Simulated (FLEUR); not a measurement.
# Si2Mo (I4/mmm) in FLEUR: further runs

Runs on Si2Mo. Level: PBEsol. Tasks: band structure.

Program: FLEUR MaX-R8.1 (later development tree). These are calculated values, not measurements. Logs are shortened: lines on timing, memory, paths and dates and some standing lists are left out, and cuts for length are marked.

### Step 1. Starting point

Symmetry: I4/mmm, No. 139, tetragonal system. The conventional cell has a = 3.200 Å, b = 3.200 Å, c = 7.861 Å, α = 90.00°, β = 90.00°, γ = 90.00°. Around Mo (site symmetry 4/mmm) lie 10 Si at 2.62 Å. Si (site symmetry 4mm) has 5 Si at 2.61 to 2.63 Å and 5 Mo at 2.62 Å as nearest neighbours.

### Step 2. Band structure, PBEsol

inp.xml

```xml
<?xml version="1.0" encoding="UTF-8" standalone="no"?>
<fleurInput fleurInputVersion="0.39">
   <comment>
      Si2Mo                                                                                               
   </comment>
   <calculationSetup>
      <cutoffs Kmax="4.28" Gmax="13.3" GmaxXC="13.3" numbands="0"/>
      <scfLoop itmax="60" minDistance="0.00001" maxIterBroyd="15" imix="Anderson" alpha="0.05" precondParam="0.0" spinf="2.0" sdNocoIR="T"/>
      <coreElectrons ctail="T" frcor="F" kcrel="0" coretail_lmax="0"/>
      <xcFunctional name="PBEs" relativisticCorrections="F"/>
      <magnetism jspins="1"/>
      <soc l_soc="F" theta="0.0" phi="0.0" spav="F"/>
      <expertModes spex="0" secvar="F"/>
      <geometryOptimization l_f="F" forcealpha="1.0" forcemix="BFGS" epsdisp="0.00001" epsforce="0.00001"/>
      <ldaU l_linMix="F" mixParam="0.05" spinf="1.0"/>
   </calculationSetup>
   <cell>
      <bzIntegration valenceElectrons="38.0" mode="hist" fermiSmearingEnergy="0.00183747">
         <kPointListSelection listName="default-1"/>
         <!-- k-points included here -->
         <xi:include xmlns:xi="http://www.w3.org/2001/XInclude" href="kpts.xml"> </xi:include>
      </bzIntegration>
      <!-- symmetry operations included here -->
      <xi:include xmlns:xi="http://www.w3.org/2001/XInclude" href="sym.xml"> </xi:include>
      <bulkLattice scale="1.0">
         <bravaisMatrix>
[... 34 lines left out ...]
         <lo type="SCLO" l="0" n="2" eDeriv="0"/>
         <lo type="SCLO" l="1" n="2" eDeriv="0"/>
         <lo type="SCLO" l="2" n="3" eDeriv="2"/>
         <lo type="SCLO" l="3" n="4" eDeriv="2"/>
      </species>
   </atomSpecies>
   <atomGroups>
      <atomGroup species="Molybdenum (Mo)">
         <relPos label="                   1">.0000000000 .0000000000 .0000000000</relPos>
         <force calculate="T" relaxXYZ="TTT"/>
      </atomGroup>
      <atomGroup species="Silicon (Si)">
         <relPos label="                   2">-.3330000000 -.3330000000 .0000000000</relPos>
         <relPos label="                   3">.3330000000 .3330000000 .0000000000</relPos>
         <force calculate="T" relaxXYZ="TTT"/>
      </atomGroup>
   </atomGroups>
   <output dos="F" band="F" slice="F">
      <checks vchk="F" cdinf="F"/>
      <bandDOS minEnergy="-.5*Htr" maxEnergy="0.5*Htr" sigma="0.015" storeEVData="T"/>
      <vacuumDOS vacdos="F" integ="F" star="F" nstars="0" locx1="0.0" locy1="0.0" locx2="0.0" locy2="0.0" nstm="0" tworkf="0.0"/>
      <unfoldingBand unfoldBand="F" supercellX="1" supercellY="1" supercellZ="1"/>
      <plotting iplot="0" polar="F">
         <plot TwoD="T" vec1="  1.0  0.0  0.0" vec2="  0.0  1.0  0.0" vec3="  0.0  0.0  1.0" zero="  0.0  0.0  0.0" file="plot"/>
      </plotting>
      <chargeDensitySlicing numkpt="0" minEigenval="0.0" maxEigenval="0.0" nnne="0" pallst="F"/>
      <specialOutput eonly="F"/>
      <moessbauerParams electricFieldGradient="T" isomerShift="T" coreHyperfine="T" valenceHyperfine="T"/>
      <magneticCircularDichroism mcd="F" energyLo="-10.0" energyUp="0.0"/>
   </output>
  <!-- We include the file relax.xml here to enable relaxations (see documentation) -->
  <xi:include xmlns:xi="http://www.w3.org/2001/XInclude" href="relax.xml"> <xi:fallback/> </xi:include>
</fleurInput>
```

crystal.txt

```
Si2Mo
&input cartesian=F /
-1.6000000000  1.6000000000  3.9305000000
1.6000000000  -1.6000000000  3.9305000000
1.6000000000  1.6000000000  -3.9305000000
1.8897261246
1.0 1.0 1.0

3
42 0.0000000000  0.0000000000  0.0000000000
14 0.6670000000  0.6670000000  0.0000000000
14 0.3330000000  0.3330000000  0.0000000000

&kpt div1=12 div2=12 div3=12 gamma=T /
```

inp.xml (bands)

```
<?xml version="1.0" encoding="UTF-8" standalone="no"?>
<fleurInput fleurInputVersion="0.39">
   <comment>
      Si2Mo                                                                                               
   </comment>
   <calculationSetup>
      <cutoffs Kmax="4.28" Gmax="13.3" GmaxXC="13.3" numbands="0"/>
      <scfLoop itmax="60" minDistance="0.00001" maxIterBroyd="15" imix="Anderson" alpha="0.05" precondParam="0.0" spinf="2.0" sdNocoIR="T"/>
      <coreElectrons ctail="T" frcor="F" kcrel="0" coretail_lmax="0"/>
      <xcFunctional name="PBEs" relativisticCorrections="F"/>
      <magnetism jspins="1"/>
      <soc l_soc="F" theta="0.0" phi="0.0" spav="F"/>
      <expertModes spex="0" secvar="F"/>
      <geometryOptimization l_f="F" forcealpha="1.0" forcemix="BFGS" epsdisp="0.00001" epsforce="0.00001"/>
      <ldaU l_linMix="F" mixParam="0.05" spinf="1.0"/>
   </calculationSetup>
   <cell>
      <bzIntegration valenceElectrons="38.0" mode="hist" fermiSmearingEnergy="0.00183747">
         <kPointListSelection listName="path-1"/>
         <!-- k-points included here -->
         <xi:include xmlns:xi="http://www.w3.org/2001/XInclude" href="kpts.xml"> </xi:include>
      </bzIntegration>
      <!-- symmetry operations included here -->
      <xi:include xmlns:xi="http://www.w3.org/2001/XInclude" href="sym.xml"> </xi:include>
      <bulkLattice scale="1.0">
         <bravaisMatrix>
[... 33 lines left out ...]
         <energyParameters s="3" p="3" d="3" f="4"/>
         <lo type="SCLO" l="0" n="2" eDeriv="0"/>
         <lo type="SCLO" l="1" n="2" eDeriv="0"/>
         <lo type="SCLO" l="2" n="3" eDeriv="2"/>
         <lo type="SCLO" l="3" n="4" eDeriv="2"/>
      </species>
   </atomSpecies>
   <atomGroups>
      <atomGroup species="Molybdenum (Mo)">
         <relPos label="                   1">.0000000000 .0000000000 .0000000000</relPos>
         <force calculate="T" relaxXYZ="TTT"/>
      </atomGroup>
      <atomGroup species="Silicon (Si)">
         <relPos label="                   2">-.3330000000 -.3330000000 .0000000000</relPos>
         <relPos label="                   3">.3330000000 .3330000000 .0000000000</relPos>
         <force calculate="T" relaxXYZ="TTT"/>
      </atomGroup>
   </atomGroups>
   <output dos="F" band="T" slice="F">
      <checks vchk="F" cdinf="F"/>
      <bandDOS minEnergy="-.5*Htr" maxEnergy="0.5*Htr" sigma="0.015" storeEVData="T"/>
      <vacuumDOS vacdos="F" integ="F" star="F" nstars="0" locx1="0.0" locy1="0.0" locx2="0.0" locy2="0.0" nstm="0" tworkf="0.0"/>
      <unfoldingBand unfoldBand="F" supercellX="1" supercellY="1" supercellZ="1"/>
      <plotting iplot="0" polar="F">
         <plot TwoD="T" vec1="  1.0  0.0  0.0" vec2="  0.0  1.0  0.0" vec3="  0.0  0.0  1.0" zero="  0.0  0.0  0.0" file="plot"/>
      </plotting>
      <chargeDensitySlicing numkpt="0" minEigenval="0.0" maxEigenval="0.0" nnne="0" pallst="F"/>
      <specialOutput eonly="F"/>
      <moessbauerParams electricFieldGradient="T" isomerShift="T" coreHyperfine="T" valenceHyperfine="T"/>
      <magneticCircularDichroism mcd="F" energyLo="-10.0" energyUp="0.0"/>
   </output>
  <!-- We include the file relax.xml here to enable relaxations (see documentation) -->
  <xi:include xmlns:xi="http://www.w3.org/2001/XInclude" href="relax.xml"> <xi:fallback/> </xi:include>
</fleurInput>
```

Potentials or basis: all-electron, FLAPW.

Launch:

```sh
$ inpgen -f crystal.txt -profile fastHighL
$ # inp.xml edited to the form shown
$ fleur_MPI
$ fleur_MPI   # second run, on inp.xml (bands)
```

Standard output:

```text
Welcome to FLEUR        (www.flapw.de)
      MaX-Release 8.1          (www.max-centre.eu)

 ========== k-point set info ==========
 Selected k-point list: default-1
 k-point list type: mesh
 12 x 12 x 12
 Number of k points: 163

 ------------Calculation Setup---------------------------
 Number of MPI-tasks      :            1
 Number of PE/node        :            1
 Number of OMP-threads    :            1
 Most efficient MPI parallelization for:
           1         163
 Additional eigenvalue parallelization possible
 Number of basis functions:          475
 Approximate size of matrices (H+S) per k-point:         0.003 GB
 --------------------------------------------------------
 Iteration:     1   Distance:      13.16761173 me/bohr^3
 Iteration:     2   Distance:      11.25373644 me/bohr^3
 Iteration:     3   Distance:       5.58501024 me/bohr^3
 Iteration:     4   Distance:       5.44205383 me/bohr^3
 Iteration:     5   Distance:       1.93152782 me/bohr^3
 Iteration:     6   Distance:       0.37787434 me/bohr^3
 Iteration:     7   Distance:       0.69057463 me/bohr^3
 Iteration:     8   Distance:       0.06776474 me/bohr^3
 Iteration:     9   Distance:       0.06868707 me/bohr^3
 Iteration:    10   Distance:       0.00931124 me/bohr^3
 Iteration:    11   Distance:       0.00722982 me/bohr^3
 Iteration:    12   Distance:       0.00103291 me/bohr^3
 Iteration:    13   Distance:       0.00023046 me/bohr^3
 Iteration:    14   Distance:       0.00016537 me/bohr^3
 Iteration:    15   Distance:       0.00002440 me/bohr^3
 Iteration:    16   Distance:       0.00002064 me/bohr^3
 Iteration:    17   Distance:       0.00001128 me/bohr^3
 Iteration:    18   Distance:       0.00000235 me/bohr^3

 ********************************************************************
 Run finished successfully
 Stop message:
   all done
 ********************************************************************
```

It took 3.3 min on 1 thread of Arm Neoverse V2, shared host; peak memory 0.09 GiB.

What came out:

```yaml
Free_energy: -125894.1584 eV
Band_gap_along_the_path: none (metal or under the smearing width)
Valence_electrons_inside_the_program's_atomic_spheres: Mo 11.70; Si 10.61 (radii Mo 2.29, Si 2.29 bohr)
```

Levels at the corners of the path, in eV from the Fermi level:
```tsv
point	band 15	band 16	band 17	band 18	band 19	band 20	band 21	band 22	band 23	band 24
Γ	-3.46	-3.06	-2.66	-2.66	0.41	3.08	3.08	3.63	3.63	4.05
X	-5.71	-5.27	-4.50	-3.08	-1.15	2.30	2.70	3.01	3.25	4.79
Y	-5.60	-4.51	-3.89	-2.95	-1.73	1.76	1.94	2.57	4.70	5.52
S	-6.79	-2.81	-2.42	-2.33	-0.43	1.49	3.05	3.56	4.52	4.55
Γ	-3.46	-3.06	-2.66	-2.66	0.41	3.08	3.08	3.63	3.63	4.05
Z	-3.54	-2.31	-0.59	-0.59	-0.52	-0.52	0.55	4.61	5.18	5.88
S1	-6.79	-2.81	-2.42	-2.33	-0.43	1.49	3.05	3.56	4.52	4.55
N	-4.94	-4.48	-2.64	-2.51	-0.52	2.24	3.02	4.04	4.25	5.46
P	-6.33	-6.25	-2.79	-2.07	-2.07	0.21	2.30	3.99	3.99	4.21
Y1	-5.60	-4.51	-3.89	-2.95	-1.73	1.76	1.94	2.57	4.70	5.52
Z	-3.54	-2.31	-0.59	-0.59	-0.52	-0.52	0.55	4.61	5.18	5.88
X	-5.71	-5.27	-4.50	-3.08	-1.15	2.30	2.70	3.01	3.25	4.79
P	-6.33	-6.25	-2.79	-2.07	-2.07	0.21	2.30	3.99	3.99	4.21
```

Core levels (eV from the Fermi level):
```csv
atom,levels
1 Mo,"1s1/2 -19797.2, 2s1/2 -2792.8, 2p1/2 -2569.3, 2p3/2 -2462.9, 3s1/2 -472.2, 3p1/2 -387.2, 3p3/2 -369.7, 3d3/2 -219.3, 3d5/2 -216.0"
2 Si,1s1/2 -1777.1
3 Si,1s1/2 -1777.1
```

### Step 3. Band structure, PBEsol, spin-orbit coupling, no magnetisation

Changes to inp.xml since step 2:

```diff
@@ -6,3 +6,3 @@
    <calculationSetup>
-      <cutoffs Kmax="4.28" Gmax="13.3" GmaxXC="13.3" numbands="0"/>
+      <cutoffs Kmax="4.28" Gmax="13.3" GmaxXC="13.3" numbands="150"/>
       <scfLoop itmax="60" minDistance="0.00001" maxIterBroyd="15" imix="Anderson" alpha="0.05" precondParam="0.0" spinf="2.0" sdNocoIR="T"/>
@@ -11,3 +11,3 @@
       <magnetism jspins="1"/>
-      <soc l_soc="F" theta="0.0" phi="0.0" spav="F"/>
+      <soc l_soc="T" theta="0.0" phi="0.0" spav="F"/>
       <expertModes spex="0" secvar="F"/>
```

crystal.txt: that of step 2 with these lines changed.

```diff
@@ -13,2 +13,3 @@
 
-&kpt div1=12 div2=12 div3=12 gamma=T /
+&soc 0.0 0.0 /
+&kpt div1=9 div2=9 div3=9 gamma=T /
```

Changes to inp.xml (bands) since step 2:

```diff
@@ -6,3 +6,3 @@
    <calculationSetup>
-      <cutoffs Kmax="4.28" Gmax="13.3" GmaxXC="13.3" numbands="0"/>
+      <cutoffs Kmax="4.28" Gmax="13.3" GmaxXC="13.3" numbands="150"/>
       <scfLoop itmax="60" minDistance="0.00001" maxIterBroyd="15" imix="Anderson" alpha="0.05" precondParam="0.0" spinf="2.0" sdNocoIR="T"/>
@@ -11,3 +11,3 @@
       <magnetism jspins="1"/>
-      <soc l_soc="F" theta="0.0" phi="0.0" spav="F"/>
+      <soc l_soc="T" theta="0.0" phi="0.0" spav="F"/>
       <expertModes spex="0" secvar="F"/>
```

Potentials or basis: all-electron, FLAPW.

Launch:

```sh
$ inpgen -f crystal.txt -profile fastHighL
$ # inp.xml edited to the form shown
$ fleur_MPI
$ fleur_MPI   # second run, on inp.xml (bands)
```

Wall time 13 min (1 thread of Arm Neoverse V2, shared host); peak memory 0.31 GiB.

It converged, with:

```
Free energy                                           : -125894.2658 eV
Band gap along the path                               : none (metal or under the smearing width)
Valence electrons inside the program's atomic spheres : Mo 11.70; Si 10.61 (radii Mo 2.29, Si 2.29 bohr)
```

Levels at the corners of the path, in eV from the Fermi level:
| point | band 36 | band 37 | band 38 | band 39 | band 40 | band 41 |
| --- | --- | --- | --- | --- | --- | --- |
| Γ | -2.57 | 0.49 | 0.49 | 3.13 | 3.13 | 3.15 |
| X | -3.01 | -1.08 | -1.08 | 2.37 | 2.37 | 2.77 |
| Y | -2.88 | -1.66 | -1.66 | 1.82 | 1.82 | 2.02 |
| S | -2.26 | -0.36 | -0.36 | 1.55 | 1.55 | 3.12 |
| Γ | -2.57 | 0.49 | 0.49 | 3.13 | 3.13 | 3.15 |
| Z | -0.51 | -0.49 | -0.49 | -0.41 | -0.41 | 0.62 |
| S1 | -2.26 | -0.36 | -0.36 | 1.55 | 1.55 | 3.12 |
| N | -2.44 | -0.45 | -0.45 | 2.31 | 2.31 | 3.09 |
| P | -2.04 | -1.96 | -1.96 | 0.28 | 0.28 | 2.37 |
| Y1 | -2.88 | -1.66 | -1.66 | 1.82 | 1.82 | 2.02 |
| Z | -0.51 | -0.49 | -0.49 | -0.41 | -0.41 | 0.62 |
| X | -3.01 | -1.08 | -1.08 | 2.37 | 2.37 | 2.77 |
| P | -2.04 | -1.96 | -1.96 | 0.28 | 0.28 | 2.37 |

Core levels (eV from the Fermi level):
| atom | levels |
| --- | --- |
| 1 Mo | 1s1/2 -19797.1, 2s1/2 -2792.7, 2p1/2 -2569.3, 2p3/2 -2462.8, 3s1/2 -472.1, 3p1/2 -387.1, 3p3/2 -369.6, 3d3/2 -219.2, 3d5/2 -215.9 |
| 2 Si | 1s1/2 -1777.0 |
| 3 Si | 1s1/2 -1777.0 |

Caveat: spin-orbit coupling is added in second variation on a limited number of bands.
